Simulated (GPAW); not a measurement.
# P (P2/m) in GPAW: single point with PBE

Aim: the single point of P with PBE.

Program: GPAW 26.7.0. These are calculated values, not measurements. Logs are shortened: lines on timing, memory, paths and dates and some standing lists are left out, and cuts for length are marked. The log counts tension as positive stress, the text compression.

**1. The structure**

Symmetry: P2/m, No. 10, monoclinic system. Conventional cell: a = 2.425 Å, b = 2.439 Å, c = 4.852 Å, α = 90.00°, β = 90.24°, γ = 90.00°. P (site symmetry m) is surrounded by 6 P at 2.42 to 2.44 Å.

This isn't the form of P at room conditions, which is orthorhombic.

**2. Single point, PBE**

run.py

```python
from ase.io import read
from gpaw import PW
from gpaw.dft import DFT

atoms = read('POSCAR')

dft = DFT(atoms,
          mode=PW(600),
          xc='PBE',
          kpts={'size': (11, 11, 6), 'gamma': True},
          occupations={'name': 'fermi-dirac', 'width': 0.05},
          nbands=13,
          convergence={'density': 1e-05, 'energy': 1e-05},
          maxiter=150,
          txt='gpaw.txt')
print(f'Energy: {dft.calculate_energy():.6f} eV')
print('Forces (eV/A):')
print(dft.calculate_forces().round(4))
print('Stress (eV/A^3):', dft.calculate_stress().round(6))
dft.write_gpw_file('gs.gpw')
```

POSCAR

```
P
1.0
    2.4246941115      0.0000000000      0.0000000000
    0.0000000000      2.4385351442      0.0000000000
   -0.0203144631      0.0000000000      4.8524328982
P
2
Direct
    0.0000000300      0.0000000000      0.7494253600
    0.9999999700      0.0000000000      0.2505746400
```

Potentials or basis: GPAW PAW data sets (gpaw-data 1.2.1), pw.

Run with:

```
$ OMP_NUM_THREADS=1 python run.py
```

gpaw.txt:

```text
Diagonalizing LCAO Hamiltonian
Converting LCAO to pw mode

       P

             P

Atoms  # Å, Bohr magnetons
|   | symbol |         x |        y |        z |    initial magnetic moments |
|---|--------|-----------|----------|----------|-----------------------------|
| 0 |      P | -0.015224 | 0.000000 | 3.636536 | ( 0.0000,  0.0000,  0.0000) |
| 1 |      P |  2.419604 | 0.000000 | 1.215897 | ( 0.0000,  0.0000,  0.0000) |

Unit cell  # Å
| periodic |         x |        y |        z |  lengths |    angles |
|----------|-----------|----------|----------|----------|-----------|
|      yes |  2.424694 | 0.000000 | 0.000000 | 2.424694 | 90.000000 |
|      yes |  0.000000 | 2.438535 | 0.000000 | 2.438535 | 90.239864 |
|      yes | -0.020314 | 0.000000 | 4.852433 | 4.852475 | 90.000000 |

Number of symmetries: 4
Symmetry operations  # r_c * U_cc + t_c -> r_c
|   | kind |            matrix            |
|---|------|------------------------------|
| 0 |  E   |  1, 0, 0,  0, 1, 0,  0, 0, 1 |
| 1 |  σ   |  1, 0, 0,  0,-1, 0,  0, 0, 1 |
| 2 |  C2  | -1, 0, 0,  0, 1, 0,  0, 0,-1 |
| 3 |  i   | -1, 0, 0,  0,-1, 0,  0, 0,-1 |

BZ-sampling:
  Number of BZ points: 726
  Number of IBZ points: 204

  Monkhorst-Pack size: [11, 11, 6]
  Monkhorst-Pack shift: [0.0, 0.0, 0.08333333333333333]

K-points  # in reciprocal-cell coordinates
|     |                                coordinates |     weight |
|-----|--------------------------------------------|------------|
|   0 | (  0.00000000,   0.00000000,   0.00000000) | 0.00137741 |
|   1 | (  0.00000000,   0.00000000,   0.16666667) | 0.00275482 |
|   2 | (  0.00000000,   0.00000000,   0.33333333) | 0.00275482 |
|   3 | (  0.00000000,   0.00000000,   0.50000000) | 0.00137741 |
|   4 | (  0.00000000,   0.09090909,   0.00000000) | 0.00275482 |
|   5 | (  0.00000000,   0.09090909,   0.16666667) | 0.00550964 |
|   6 | (  0.00000000,   0.09090909,   0.33333333) | 0.00550964 |
|   7 | (  0.00000000,   0.09090909,   0.50000000) | 0.00275482 |
|   8 | (  0.00000000,   0.18181818,   0.00000000) | 0.00275482 |
|   9 | (  0.00000000,   0.18181818,   0.16666667) | 0.00550964 |
| ... |                                            |            |
| 203 | (  0.45454545,   0.45454545,   0.50000000) | 0.00550964 |

Plane wave coefficients: 974
Cutoff: 600.0 eV

Spin-components: 1 (collinear spins)
Bands:           13
Projectors:      10
Spin-degeneracy: 2
Datatype:        complex128

Parallelization:
  kpt:    1
  domain: 1
  band:   1

Density:
  Valence electrons: 10.0
  Components: 1
  Grid points: [14 14 28]
  Charge: 0.0  # |e|

Potential:
  Grid points: [14 14 28]

species:
  P:
    name:    Phosphorus
    Z:       15.0
    valence: 5
    core:    10
    charge:  0.0  # [|e|]
    compensation charges:
      type: gauss
      rc: 0.30  # [Å]
      lmax: 2
    cutoffs:
      filter: 1.69  # [Å]
      core: 1.81  # [Å]
    projectors
    | kind |    occ | energy [eV] | rcut [Å] |
    |------|--------|-------------|----------|
    |   3s |  2.000 |     -13.968 |    0.953 |
    |   3p |  3.000 |      -5.506 |    0.953 |
    |    s |        |      13.244 |    0.953 |
    |    p |        |      21.705 |    0.953 |
    |    d |        |       0.000 |    0.953 |

    Using partial waves for P as LCAO basis

Reference energy: -18605.827317  # eV

eigensolver:
  PPCG
  Converge bands: occupied
  niter=2

density mixing:
  MSR1-Mixer
  Pratt-step length: 0.05
  Maximum mixing coefficient: 0.75
  Old densities: 10
  SVD Regularization: 0.005
  Good broyden scale: 1.0
  Trust region scale: 1.0
  Backstep threshold: 4.0
  History deletion threshold: 6.0
  Fourier metric: weight=20.0, sigma=0.015

occupation numbers:
  Fermi-Dirac:
    width: 0.0500  # eV

poisson solver:
  ecut: 4800.0  # eV

xc functional:
  name: PBE with 2 nearest neighbor stencil

convergence criteria:
- Maximum integral of absolute [dens]ity change: 1e-05 electrons / valence electron
- Maximum [total energy] change in last 3 cyles: 1e-05 eV / valence electron
- Maximum integral of absolute [eigenst]ate change: 4e-08 eV^2 / valence electron
maximum number of iterations: 150

SCF iterations
|iter     | |      energy | eigst |  dens |
|---------|-|-------------|-------|-------|
|iter:   1| |  -10.419071 | +0.20 |       |
|iter:   2| |  -10.431059 | -2.30 | -1.19 |
|iter:   3| |  -10.452591 | -3.43 | -1.21 |
|iter:   4| |  -10.455163 | -3.95 | -1.65 |
|iter:   5| |  -10.455291 | -6.06 | -2.74 |
|iter:   6| |  -10.455319 | -6.35 | -3.16 |
|iter:   7| |  -10.455319c| -8.17c| -4.28 |
|iter:   8| |  -10.455319c| -8.04c| -4.60 |
|iter:   9| |  -10.455319c| -8.63c| -5.21c|
SCF steps: 9
Energy contributions relative to reference atoms: (reference = -18605.827317)

Energy contributions:
  Kinetic:           9.520265
  Coulomb:          -7.042031
  Zero:             -0.056266
  External:          0.000000
  Xc:              -12.874065
  Entropy:          -0.006443
  Spinorbit:         0.000000
  ----------------------------
  Free energy:     -10.458540
  Extrapolated:    -10.455319

Forces  # eV/Ang
|        x |       y |        z |
|----------|---------|----------|
|  0.00019 | 0.00000 |  0.00669 |  # P    0
| -0.00019 | 0.00000 | -0.00669 |  # P    1

Stress tensor  # eV/Ang^3
|         x |         y |         z |
|-----------|-----------|-----------|
| -0.022043 |  0.000000 | -0.001427 |
|  0.000000 | -0.013953 |  0.000000 |
| -0.001427 |  0.000000 | -0.013155 |

Writing to gs.gpw (mode='')

  __  _  _
 | _ |_)|_||  |
 |__||  | ||/\| - 26.7.0

Input parameters:
  mode=PW(ecut=600.0),
  convergence={'density': 1e-05, 'energy': 1e-05},
  kpts=MonkhorstPack(size=(11, 11, 6), gamma=True),
  maxiter=150,
  nbands=13,
  occupations=Occupations(name='fermi-dirac', width=0.05),
  xc=XC(name='PBE')
# Writing to gs.gpw (mode='')
```

Wall time 25 s (1 thread of Arm Neoverse V2, shared host); peak memory 0.2 GiB.

Results:

| Property | Result |
| --- | --- |
| Free energy | -10.4585 eV |
| Pressure | 2.6 GPa |
| Largest force | 0.007 eV/Å |
| Band gap on the k mesh | none (metal or under the smearing width) |

Forces on the atoms (eV/Å):
```
P    0.000  0.000  0.007
P    0.000  0.000 -0.007
```

Levels at points of the mesh, in eV from the Fermi level:
```tsv
k point	band 2	band 3	band 4	band 5	band 6	band 7	band 8	band 9
(0.00, 0.00, 0.00)	-12.15	-8.74	5.04	5.24	5.29	6.75	6.81	7.95
(0.00, 0.00, 0.50)	-15.14	-3.05	-3.00	6.12	6.15	6.36	6.39	7.82
```

**3. The reference run**

An earlier run on the cell as given: functional PBE; potentials or basis GPAW PAW data sets (gpaw-data 1.2.1); cutoff 600 eV; basis pw; k mesh 11 × 11 × 6; occupations fermi-dirac, width 0.05 eV; no spin polarisation.

- Pressure: 2.6 GPa
- Largest force: 0.007 eV/Å
- Band gap on the k mesh: none (metal or under the smearing width)
